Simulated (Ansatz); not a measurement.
Crystal: HgSe.

```xyz
2
Lattice="0.0000 3.0390 3.0390 3.0390 0.0000 3.0390 3.0390 3.0390 0.0000" Properties=species:S:1:pos:R:3 pbc="T T T"
Hg    0.0000    0.0000    0.0000
Se    4.5585    4.5585    4.5585
```

| Property | Result |
| --- | --- |
| Program | Ansatz 0.2.0 |
| Task | relaxation of cell and atoms |
| Functional | PBE |
| Potentials or basis | all-electron LAPW, relativistic spinors |
| Basis error allowed | 0.001 eV/atom |
| k mesh | 6 × 6 × 6 |
| Occupations | fermi-dirac, width 0.05 eV |
| Spin | spin-orbit coupling, no magnetisation |

At the start: volume 28.07 Å³/atom.

Question: Where does the relaxation end?

Answer: Over 5 steps the energy falls by 27.4 meV/atom and the volume is 30.34 Å³/atom (+8.1 %); space group F-43m (No. 216, to 0.05 Å).

Step by step:
```tsv
step	energy change (eV)	largest force (eV/Å)	volume (Å³)
1	0.0000	0.0000	56.13
2	-0.0512	0.0000	61.98
3	-0.0547	0.0000	60.88
4	-0.0548	0.0000	60.68
5	-0.0548	0.0000	60.68
```

Final structure:
```
CELL_PARAMETERS angstrom
0.00000 3.11900 3.11900
3.11900 0.00000 3.11900
3.11900 3.11900 0.00000
ATOMIC_POSITIONS crystal
Hg 0.00000 0.00000 0.00000
Se 0.75000 0.75000 0.75000
```

Caveat: the k mesh is thin for a metal, which can move the energy by tens of meV per atom.
